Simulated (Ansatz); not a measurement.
Crystals of one structure type (zinc blende), relaxed and computed with plane-wave PAW PBEsol (Ansatz code); HSE06 gaps on those cells.

```csv
crystal,a (Å),gap (eV),G_Hill (GPa),HSE06 gap (eV),ε∞,K_Hill (GPa)
AlN,4.378,3.19,119,4.55,4.65,200
AlP,5.470,1.45,45.7,2.28,8.30,86.9
AlAs,5.675,1.34,39.6,2.09,9.52,72.3
AlSb,?,?,?,?,?,?
```

Task: Fill in the missing entries.

Result: 
- AlSb, a (Å): 6.157
- AlSb, gap (eV): 1.14
- AlSb, G_Hill (GPa): 29.0
- AlSb, HSE06 gap (eV): 1.76
- AlSb, ε∞: 11.8
- AlSb, K_Hill (GPa): 53.9

All cells were relaxed under the symmetry of their starts (and spin orders); stability against distortions was not tested throughout. Spin–orbit coupling is left out wherever it is not named.

Potentials: the later of the program's two PAW sets.
